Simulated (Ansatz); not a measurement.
# GaSb: the cost of one run

Computed with Ansatz 0.2.0 (DFT PBE, scalar-relativistic, plane waves, PAW, unless a step's input says otherwise).

The COD entry's cell or inner coordinates are ideal or old and differ from later refinements, so a difference from it is no clean test against experiment.

1 further run of the same task is left out (set aside as unsound or not needed).

## Step 1: Starting point

The structure is cubic, space group F-43m (No. 216). The conventional cell has a = 6.214 Å, b = 6.214 Å, c = 6.214 Å, α = 90.00°, β = 90.00°, γ = 90.00°. Ga (site symmetry -43m) is surrounded by 4 Sb at 2.69 Å. Sb (site symmetry -43m) is surrounded by 4 Ga at 2.69 Å.

As a file:

```
CELL_PARAMETERS angstrom
0.00000 3.10692 3.10692
3.10692 0.00000 3.10692
3.10692 3.10692 0.00000
ATOMIC_POSITIONS crystal
Ga 0.00000 0.00000 0.00000
Sb 0.25000 0.25000 0.25000
```

It is the result of an earlier relaxation at this level (volume 29.99 Å³/atom; gap on the mesh: none (metal)).

## Step 2: Electronic structure at the relaxed geometry

Input file input.yaml:

```yaml
crystal:
  lattice:
    - [0.0, 3.1069206342, 3.1069206342]
    - [3.1069206342, 0.0, 3.1069206342]
    - [3.1069206342, 3.1069206342, 0.0]
  atoms:
    - { symbol: Ga, position: [0.0, 0.0, 0.0] }
    - { symbol: Sb, position: [0.25, 0.25, 0.25] }
basis:
  ecutwfc: 420
kpoints:
  mp_grid: { grid: [12, 12, 12] }
  band_path:
    path:
      - [[0.0, 0.0, 0.0], [-0.5, -0.5, 0.0], [-0.375, -0.375, 0.25]]
      - [[-0.375, 0.0, 0.375], [0.0, 0.0, 0.0], [0.0, 0.0, 0.5], [-0.5, -0.25, 0.25], [-0.5, -0.5, 0.0]]
    npoints: 14
hamiltonian:
  xc: pbe
scf:
  occupations: { method: gaussian, width: 0.1 }
  n_extra_bands: 6
output:
  forces: true
  stress: true
  eigenvalues: true
  populations: true
  dos: { projected: true, de: 0.02, nscf_kmesh: { grid: [18, 18, 18] } }
  bader: true
  write_density: true
  write_potential: true
  elf: true
  volumetric_format: npy
```

On the command line:

```console
$ ansatz run input.yaml --threads 1 --pin off --max-ram 2560MiB --backend cpu --events-out ev --progress --plain --runs-dir out
```

**Question.** How long does this run take on 1 thread of Arm Neoverse V2, shared host, and how much memory does it need?

About 41 s, with a peak of 0.4 GiB.
